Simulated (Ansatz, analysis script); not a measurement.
**1 ML Co on Ta(001), 1 substrate layer: how near to magnetism**

Aim: the energy of 1 ML Co on Ta(001), 1 substrate layer as its total moment is fixed at a series of values, and its answer to a field.

Calculated with Ansatz 0.2.0; PBE, PAW set soft_2.

## (1) Starting point

The cell holds 2 atoms: 1 Ta and 1 Co. Its edges and angles: a = 3.303 Å, b = 3.303 Å, c = 15.315 Å, α = 90.0°, β = 90.0°, γ = 90.0°. Pseudomorphic film on the measured substrate lattice, hard-sphere layer spacings, 14 Å of vacuum. Regions: substrate, 1 atom (1 Ta); film, 1 atom (1 Co). Vacuum lies along c.

Coordinates:

```cif
data_structure
_symmetry_space_group_name_H-M 'P 1'
_symmetry_Int_Tables_number 1
_cell_length_a 3.3026
_cell_length_b 3.3026
_cell_length_c 15.3150
_cell_angle_alpha 90.000
_cell_angle_beta 90.000
_cell_angle_gamma 90.000
_cell_volume 167.04
loop_
_atom_site_label
_atom_site_type_symbol
_atom_site_fract_x
_atom_site_fract_y
_atom_site_fract_z
_atom_site_occupancy
Ta1 Ta 0.00000 0.00000 0.45707 1
Co2 Co 0.50000 0.50000 0.54293 1
```

## (2) Starting state

The work starts on two spin channels, which tell the size of the moments.

input.yaml reads:

```yaml
crystal:
  lattice:
    - [3.30256, 0.0, 0.0]
    - [0.0, 3.30256, 0.0]
    - [0.0, 0.0, 15.314998]
  atoms:
    - { symbol: Ta, position: [0.0, 0.0, 0.457068] }
    - { symbol: Co, position: [0.5, 0.5, 0.542932], spin: 2.0 }
magnetization:
  spin_polarized: true
kpoints:
  mp_grid: { grid: [6, 6, 1] }
hamiltonian:
  xc: pbe
scf:
  occupations: { method: fermi_dirac, width: 0.1 }
  max_iter: 120
  convergence: { dr2_threshold: 1.0e-08 }
```

Run with:

```
> ansatz run input.yaml --threads 1 --pin off --max-ram 2048MiB --backend cpu --events-out ev --progress --plain --runs-dir out
```

Numbers of over 12 decimals in the logs are rounded to 6 here.

The log of the run:

```text
Engine: ansatz 0.2.0, aarch64-unknown-linux-gnu
Pseudopotentials: kind: paw
Pseudopotential: Ta, paw, valence charge 13, recommended cutoff 420 eV (normal), Ta.paw.azcp
Pseudopotential: Co, paw, valence charge 17, recommended cutoff 420 eV (normal), Co.paw.azcp
Functional definition: PBE
  parameter kappa = 0.804
  parameter beta = 0.066725
  exchange = pbe_x(kappa = kappa, mu = beta*pi^2/3)
  correlation = pbe_c(beta = beta)
Crystal: 2 atoms, lattice volume = 167.039 Å³
Basis set: ecut = 420 eV, 3275 PW (Γ)
Bands: 20, of which v1, the nominal top of the filled ones, is band 15 counted from 1 (14 counted from 0)
Symmetry: 8 space group operations
Space group: P4mm (ITA 99), of the structure as read, at distance tolerance 5.5e-5 Å
Magnetic group: BNS 99.163 (UNI 823), of the structure as read, at distance tolerance 5.5e-5 Å
k-points: 10 of 36
Non-local potential: Ta, projectors of the file, l = 0: 3, l = 1: 2, l = 2: 2, l = 3: 1
Non-local potential: Co, projectors of the file, l = 0: 3, l = 1: 2, l = 2: 3, l = 3: 1
PAW form: soft (Blöchl's): semilocal exchange-correlation on the pseudo side does not see the compensation charge
PAW one-centre angular grid: Ta, 590 points (default); XC on 64 Gauss nodes
PAW one-centre angular grid: Co, 590 points (default); XC on 64 Gauss nodes
Initial density: superposition of atomic densities (neutral atoms: chi_scale 0, normalization atom)
Starting moments: Σ|m| = 2 μB on 1 of 2 sites
Initial wavefunctions: pseudopotential atomic-orbital guess
Functional: x = pbe(κ = 0.804, μ = 0.219515), c = pbe(β = 0.066725)
SCF iter   1: F=—  HF=-15054.540737 eV  |F-HF|=—  |Δ(HF+E_count)|=         —  Δρ=2.99e-2 (↑1.38e-2 ↓2.99e-2)  dr2=6.87e0  dr2_m=3.66e-1  M=1.531 μB ∫|m|=1.649 μB  β_m=0.30  ethr=3.10e-3  ⟨swp⟩=7.0  Hψ=2030  notcnv=0
Mixer restart at iter 1: flushing history
preconditioner: auto → LDOS  [metal: Δε(μ)=0.017 eV  Ē_g=3.801 eV  σ=0.100 eV  W_gap=0.04  n_scr=20 (ndim 8)  ℏωp=10.8 eV  f_vac=0.639  D(μ)=3.48/eV (n_scr^D=12)]
spin=Collinear: LDOS preconditioning applied to the charge; magnetization (m = ρ↑ − ρ↓) channel mixes plain (no charge-response kernel on spin).
SCF iter   2: F=—  HF=-15054.276336 eV  |F-HF|=—  |Δ(HF+E_count)|=   2.64e-1  Δρ=1.70e-2 (↑7.84e-3 ↓1.70e-2)  dr2=2.28e0  dr2_m=9.65e-2  M=1.667 μB ∫|m|=1.809 μB  β_m=0.48  ethr=3.10e-3  ⟨swp⟩=3.2  Hψ=809  notcnv=0
SCF iter   3: F=—  HF=-15054.586072 eV  |F-HF|=—  |Δ(HF+E_count)|=   3.10e-1  Δρ=5.98e-3 (↑5.98e-3 ↓5.01e-3)  dr2=6.12e-2  dr2_m=2.95e-2  M=1.614 μB ∫|m|=1.876 μB  β_m=0.52  ethr=3.10e-3  ⟨swp⟩=3.0  Hψ=745  notcnv=0
SCF iter   4: F=—  HF=-15054.654476 eV  |F-HF|=—  |Δ(HF+E_count)|=   6.84e-2  Δρ=3.61e-3 (↑3.61e-3 ↓3.23e-3)  dr2=1.69e-2  dr2_m=1.26e-2  M=1.631 μB ∫|m|=1.895 μB  β_m=0.76  ethr=2.04e-4  ⟨swp⟩=2.2  Hψ=735  notcnv=0
SCF iter   5: F=—  HF=-15054.691762 eV  |F-HF|=—  |Δ(HF+E_count)|=   3.73e-2  Δρ=1.77e-3 (↑1.34e-3 ↓1.77e-3)  dr2=2.62e-3  dr2_m=3.38e-3  M=1.653 μB ∫|m|=1.920 μB  β_m=0.83  ethr=5.64e-5  ⟨swp⟩=2.0  Hψ=629  notcnv=0
SCF iter   6: F=—  HF=-15054.693538 eV  |F-HF|=—  |Δ(HF+E_count)|=   1.78e-3  Δρ=9.97e-4 (↑9.97e-4 ↓6.03e-4)  dr2=4.81e-4  dr2_m=8.24e-4  M=1.698 μB ∫|m|=1.945 μB  β_m=0.91  ethr=8.73e-6  ⟨swp⟩=2.3  Hψ=671  notcnv=0
SCF iter   7: F=—  HF=-15054.694920 eV  |F-HF|=—  |Δ(HF+E_count)|=   1.38e-3  Δρ=9.23e-4 (↑4.37e-4 ↓9.23e-4)  dr2=6.31e-4  dr2_m=5.61e-4  M=1.742 μB ∫|m|=1.964 μB  β_m=0.96  ethr=1.60e-6  ⟨swp⟩=2.0  Hψ=744  notcnv=0
SCF iter   8: F=—  HF=-15054.696399 eV  |F-HF|=—  |Δ(HF+E_count)|=   1.48e-3  Δρ=6.93e-4 (↑6.93e-4 ↓4.22e-4)  dr2=1.43e-4  dr2_m=4.45e-4  M=1.798 μB ∫|m|=1.992 μB  β_m=0.98  ethr=1.60e-6  ⟨swp⟩=2.1  Hψ=736  notcnv=0
SCF iter   9: F=—  HF=-15054.698480 eV  |F-HF|=—  |Δ(HF+E_count)|=   2.08e-3  Δρ=5.27e-4 (↑5.27e-4 ↓4.41e-4)  dr2=1.17e-4  dr2_m=3.47e-4  M=1.881 μB ∫|m|=2.037 μB  β_m=0.99  ethr=4.78e-7  ⟨swp⟩=3.0  Hψ=832  notcnv=0
SCF iter  10: F=—  HF=-15054.699658 eV  |F-HF|=—  |Δ(HF+E_count)|=   1.18e-3  Δρ=4.31e-4 (↑4.31e-4 ↓3.08e-4)  dr2=6.97e-5  dr2_m=1.99e-4  M=1.953 μB ∫|m|=2.080 μB  β_m=0.99  ethr=3.90e-7  ⟨swp⟩=3.0  Hψ=849  notcnv=0
SCF iter  11: F=—  HF=-15054.699744 eV  |F-HF|=—  |Δ(HF+E_count)|=   8.52e-5  Δρ=1.49e-4 (↑1.49e-4 ↓1.17e-4)  dr2=5.05e-5  dr2_m=1.39e-5  M=1.984 μB ∫|m|=2.094 μB  β_m=1.00  ethr=2.32e-7  ⟨swp⟩=3.0  Hψ=822  notcnv=0
SCF iter  12: F=—  HF=-15054.699688 eV  |F-HF|=—  |Δ(HF+E_count)|=   5.60e-5  Δρ=1.21e-4 (↑8.25e-5 ↓1.21e-4)  dr2=9.63e-6  dr2_m=1.39e-5  M=1.946 μB ∫|m|=2.068 μB  β_m=0.85  ethr=1.68e-7  ⟨swp⟩=3.0  Hψ=806  notcnv=0
SCF iter  13: F=—  HF=-15054.699799 eV  |F-HF|=—  |Δ(HF+E_count)|=   1.11e-4  Δρ=2.82e-5 (↑2.20e-5 ↓2.82e-5)  dr2=7.95e-7  dr2_m=9.06e-7  M=1.973 μB ∫|m|=2.086 μB  β_m=0.84  ethr=3.21e-8  ⟨swp⟩=3.0  Hψ=950  notcnv=0
SCF iter  14: F=—  HF=-15054.699803 eV  |F-HF|=—  |Δ(HF+E_count)|=   3.95e-6  Δρ=5.85e-6 (↑4.79e-6 ↓5.85e-6)  dr2=1.82e-7  dr2_m=2.77e-8  M=1.969 μB ∫|m|=2.083 μB  β_m=0.86  ethr=2.65e-9  ⟨swp⟩=2.9  Hψ=767  notcnv=0
SCF iter  15: F=—  HF=-15054.699803 eV  |F-HF|=—  |Δ(HF+E_count)|=   2.90e-8  Δρ=2.52e-6 (↑2.52e-6 ↓2.09e-6)  dr2=1.67e-8  dr2_m=6.49e-9  M=1.969 μB ∫|m|=2.083 μB  β_m=0.93  ethr=6.07e-10  ⟨swp⟩=2.0  Hψ=540  notcnv=0
SCF iter  16: F=—  HF=-15054.699803 eV  |F-HF|=—  |Δ(HF+E_count)|=   3.33e-8  Δρ=8.55e-7 (↑8.55e-7 ↓6.95e-7)  dr2=1.87e-9  dr2_m=7.26e-10  M=1.969 μB ∫|m|=2.083 μB  β_m=0.96  ethr=5.58e-11  ⟨swp⟩=2.2  Hψ=634  notcnv=0
SCF iter  17: F=-15054.699803 eV  HF=-15054.699803 eV  |F-HF|=1.18e-9  |Δ(HF+E_count)|=   7.50e-9  Δρ=6.22e-7 (↑6.22e-7 ↓4.58e-7)  dr2=1.34e-9  dr2_m=2.44e-11  M=1.969 μB ∫|m|=2.083 μB  ethr=6.23e-12  ⟨swp⟩=1.1  Hψ=1292  notcnv=0
SCF 1 converged in 17 iterations: F = -15054.699803 eV  dr2 = 1.34e-9
  greatest PAW one-centre occupation: 1.001 electrons in one spin orbital (limit 2), on the Co atom at site 1 (counted from 0), in its partial waves of l = 1
SCF converged after 17 iterations
Magnetization: 1.9689 μB (15.9845 up, 14.0155 down)
Absolute magnetization: 2.0828 μB (∫|ρ↑−ρ↓|, with the PAW one-centre terms)
Spin contamination: 0.0875 ħ² per cell (⟨S²⟩ above its minimum at these occupations)
Per-site moments (μB) at R_I (Å): [(0.228987, 1.105523), (1.390186, 1.105523)]
Free energy (F): -15054.699803 eV
Harris-Foulkes:  -15054.699803 eV  (|F-HF|=1.18e-9)
Internal energy: -15054.600386 eV  (E = F + TS)
E sigma→0 (E₀):  -15054.650095 eV
Entropy (-TS):   -0.099416 eV (-49.708 meV/atom)
Fermi energy:    -0.150177 eV
--- Per-component energies (eV) ---
  E_band       = -915.042391
  E_kinetic    = 806.872971
  E_local      = -17299.264102  (includes V_loc(G=0)·N_el)
  E_nonlocal   = 471.254316
  E_hartree    = 8054.825563
  E_xc         = -369.795203
  E_vxc        = -398.812029  (∫ρ·V_xc dr)
  E_paw        = -9913.217698  (= ΣΔE_a)
  E_vpaw       = -604.742156  (= ΣTr[D̂ρ^β])
  E_aug_tail   = 0.000223  (compensation charges beyond the density's cutoff)
  E_ewald      = 3194.723544
  E_smearing   = -0.099416  (= −TS)
  E_closure    = -0.000000  (closes the sum)
  Σ components = -15054.699803   (vs F -15054.699803, Δ=0.00e0)
```

The job ended after 9.7 s (1 thread of Arm Neoverse V2, shared host; peak memory 0.37 GiB).

Spin moment in the atom's sphere by atom:

```
atom  spin moment in the atom's sphere (μB)
 Ta1                                   0.23
 Co2                                   1.39
```

Tables count atoms from 1; parts of the log count from 0.

The run ends ferromagnetic, with a net moment of 1.97 μB a cell. With one Co atom carrying the moment, parallel order of its images is forced by the cell, not found.

## (3) Without spin

The state without spin is the zero of E(M).

input.yaml, the sections that differ from step 2:

```yaml
crystal:
  lattice:
    - [3.30256, 0.0, 0.0]
    - [0.0, 3.30256, 0.0]
    - [0.0, 0.0, 15.314998]
  atoms:
    - { symbol: Ta, position: [0.0, 0.0, 0.457068] }
    - { symbol: Co, position: [0.5, 0.5, 0.542932] }
basis:
  ecutwfc: 420.0
output:
  eigenvalues: true
# kpoints, hamiltonian, scf: as in step 2
# magnetization: removed
```

The log of the run:

```text
[...]
Crystal: 2 atoms, lattice volume = 167.039 Å³
Basis set: ecut = 420 eV, 3275 PW (Γ)
Bands: 19, of which v1, the nominal top of the filled ones, is band 15 counted from 1 (14 counted from 0)
Symmetry: 8 space group operations
[...]
k-points: 10 of 36
[...]
SCF iter   1: F=—  HF=-15054.574758 eV  |F-HF|=—  |Δ(HF+E_count)|=         —  Δρ=9.64e-3  dr2=1.51e-1  ethr=1.77e-3  ⟨swp⟩=5.9  Hψ=926  notcnv=0
[...]
SCF iter  11: F=-15054.570777 eV  HF=-15054.570777 eV  |F-HF|=2.42e-9  |Δ(HF+E_count)|=   1.24e-8  Δρ=1.91e-6  dr2=5.40e-9  ethr=3.33e-11  ⟨swp⟩=2.0  Hψ=492  notcnv=0
SCF 1 converged in 11 iterations: F = -15054.570777 eV  dr2 = 5.40e-9
[...]
SCF converged after 11 iterations
Free energy (F): -15054.570777 eV
[...]
Internal energy: -15054.396704 eV  (E = F + TS)
E sigma→0 (E₀):  -15054.483740 eV
Entropy (-TS):   -0.174072 eV (-87.036 meV/atom)
Fermi energy:    -0.207678 eV
[...]
--- Band table (eV; the first three rows and the last of 10) ---
  k-point 0: bands = [... 11 lower, -1.2970, -1.1568, -1.1568, -0.5795, -0.2545, -0.1080, 1.3778, 1.3778]
  k-point 1: bands = [... 11 lower, -1.4637, -1.2349, -1.2315, -0.5165, -0.1893, 0.0584, 1.4326, 1.5967]
  k-point 2: bands = [... 11 lower, -1.6851, -1.4736, -1.4569, -0.4734, 0.2575, 0.3879, 1.6434, 1.7905]
  k-point 9: bands = [... 11 lower, -1.8691, -0.7270, -0.6311, -0.5693, -0.5693, 1.2521, 2.4054, 2.4054]
```

The job ended after 2.9 s (1 thread; peak memory 0.32 GiB).

The free collinear run lies 129 meV below it.

## (4) Total moment fixed at 0.284 μB

Two Fermi levels, one a spin, hold the total moment exactly, which reaches states that a free run would leave.

input.yaml, the sections that differ from step 3:

```yaml
crystal:
  lattice:
    - [3.30256, 0.0, 0.0]
    - [0.0, 3.30256, 0.0]
    - [0.0, 0.0, 15.314998]
  atoms:
    - { symbol: Ta, position: [0.0, 0.0, 0.457068] }
    - { symbol: Co, position: [0.5, 0.5, 0.542932], spin: 0.284 }
magnetization:
  spin_polarized: true
  initial_magnetization: 0.284
  spin_locking: { lock_magnetization: hard }
# kpoints, hamiltonian, scf, basis: as in step 3
# output: removed
```

The log of the run:

```text
[...]
Crystal: 2 atoms, lattice volume = 167.039 Å³
Basis set: ecut = 420 eV, 3275 PW (Γ)
Bands: 20, of which v1, the nominal top of the filled ones, is band 15 counted from 1 (14 counted from 0)
Symmetry: 8 space group operations
[...]
k-points: 10 of 36
[...]
Starting moments: Σ|m| = 0.284 μB on 1 of 2 sites
[...]
SCF iter   1: F=—  HF=-15054.243200 eV  |F-HF|=—  |Δ(HF+E_count)|=         —  Δρ=1.89e-2 (↑1.89e-2 ↓1.79e-2)  dr2=7.66e0  dr2_m=6.05e-3  M=0.284 μB ∫|m|=0.339 μB  β_m=0.30  ethr=3.10e-3  ⟨swp⟩=7.0  Hψ=2022  notcnv=0
[...]
SCF iter  16: F=-15054.626444 eV  HF=-15054.626444 eV  |F-HF|=8.95e-10  |Δ(HF+E_count)|=   1.29e-9  Δρ=4.78e-7 (↑3.93e-7 ↓4.78e-7)  dr2=1.19e-9  dr2_m=1.15e-11  M=0.284 μB ∫|m|=2.076 μB  ethr=3.93e-12  ⟨swp⟩=1.0  Hψ=1236  notcnv=0
SCF 1 converged in 16 iterations: F = -15054.626444 eV  dr2 = 1.19e-9
[...]
SCF converged after 16 iterations
Magnetization: 0.2840 μB (15.1420 up, 14.8580 down)
Absolute magnetization: 2.0767 μB (∫|ρ↑−ρ↓|, with the PAW one-centre terms)
[...]
Per-site moments (μB) at R_I (Å): [(-0.453734, 1.105523), (1.094026, 1.105523)]
Free energy (F): -15054.626444 eV
[...]
Internal energy: -15054.488994 eV  (E = F + TS)
E sigma→0 (E₀):  -15054.557719 eV
Entropy (-TS):   -0.137450 eV (-68.725 meV/atom)
Fermi energy:    -0.119885 (↑ -0.202632, ↓ -0.037139) eV
[...]
```

Elapsed: 9.6 s, on 1 thread; peak memory 0.37 GiB.

The energy is -55.7 meV from the state without spin, and the largest site carries 1.09 μB, while atom no. 1 (Ta) stands against the total with -0.45 μB.

## (5) Total moment fixed at 0.569 μB

input.yaml, the sections that differ from step 4:

```yaml
crystal:
  lattice:
    - [3.30256, 0.0, 0.0]
    - [0.0, 3.30256, 0.0]
    - [0.0, 0.0, 15.314998]
  atoms:
    - { symbol: Ta, position: [0.0, 0.0, 0.457068] }
    - { symbol: Co, position: [0.5, 0.5, 0.542932], spin: 0.569 }
magnetization:
  spin_polarized: true
  initial_magnetization: 0.569
  spin_locking: { lock_magnetization: hard }
# kpoints, hamiltonian, scf, basis: as in step 4
```

The log of the run:

```text
[...]
Crystal: 2 atoms, lattice volume = 167.039 Å³
Basis set: ecut = 420 eV, 3275 PW (Γ)
Bands: 20, of which v1, the nominal top of the filled ones, is band 15 counted from 1 (14 counted from 0)
Symmetry: 8 space group operations
[...]
k-points: 10 of 36
[...]
Starting moments: Σ|m| = 0.569 μB on 1 of 2 sites
[...]
Magnetization: 0.5690 μB (15.2845 up, 14.7155 down)
Absolute magnetization: 2.1255 μB (∫|ρ↑−ρ↓|, with the PAW one-centre terms)
[...]
Per-site moments (μB) at R_I (Å): [(-0.388681, 1.105523), (1.257099, 1.105523)]
Free energy (F): -15054.649942 eV
[...]
Internal energy: -15054.522312 eV  (E = F + TS)
E sigma→0 (E₀):  -15054.586127 eV
Entropy (-TS):   -0.127629 eV (-63.815 meV/atom)
Fermi energy:    -0.134589 (↑ -0.214639, ↓ -0.054540) eV
[...]
[key lines of the parts left out:]
SCF converged after 16 iterations
```

Wall time 9.2 s (1 thread); peak memory 0.37 GiB.

The energy is -79.2 meV from the state without spin, and the largest site carries 1.26 μB, while atom no. 1 (Ta) stands against the total with -0.39 μB.

## (6) Total moment fixed at 1.422 μB

input.yaml, the sections that differ from step 5:

```yaml
crystal:
  lattice:
    - [3.30256, 0.0, 0.0]
    - [0.0, 3.30256, 0.0]
    - [0.0, 0.0, 15.314998]
  atoms:
    - { symbol: Ta, position: [0.0, 0.0, 0.457068] }
    - { symbol: Co, position: [0.5, 0.5, 0.542932], spin: 1.422 }
magnetization:
  spin_polarized: true
  initial_magnetization: 1.422
  spin_locking: { lock_magnetization: hard }
# kpoints, hamiltonian, scf, basis: as in step 5
```

The log of the run:

```text
[...]
Crystal: 2 atoms, lattice volume = 167.039 Å³
Basis set: ecut = 420 eV, 3275 PW (Γ)
Bands: 20, of which v1, the nominal top of the filled ones, is band 15 counted from 1 (14 counted from 0)
Symmetry: 8 space group operations
[...]
k-points: 10 of 36
[...]
Starting moments: Σ|m| = 1.422 μB on 1 of 2 sites
[...]
Magnetization: 1.4220 μB (15.7110 up, 14.2890 down)
Absolute magnetization: 1.8985 μB (∫|ρ↑−ρ↓|, with the PAW one-centre terms)
[...]
Per-site moments (μB) at R_I (Å): [(-0.060805, 1.105523), (1.449990, 1.105523)]
Free energy (F): -15054.688454 eV
[...]
Internal energy: -15054.568051 eV  (E = F + TS)
E sigma→0 (E₀):  -15054.628253 eV
Entropy (-TS):   -0.120403 eV (-60.201 meV/atom)
Fermi energy:    -0.168959 (↑ -0.187815, ↓ -0.150104) eV
[...]
[key lines of the parts left out:]
SCF converged after 14 iterations
```

It took 7.9 s on 1 thread; peak memory 0.37 GiB.

The energy is -118 meV from the state without spin, and the largest site carries 1.45 μB.

[end of part 1 of 2]

[Logs and program files are shortened in this print: banners, set-up blocks, solver, clock and traceback lines can be left out without a mark of their own.]

[Logs are printed without paths, hosts, clocks, repeated set-up lines and the standing remarks that a program may print on its own settings, such as how far it seeks lower states.]

[Hosts, paths, dates, database ids (printed as entryN), source tags and the programs' standing remarks are cut or masked in the printed files.]
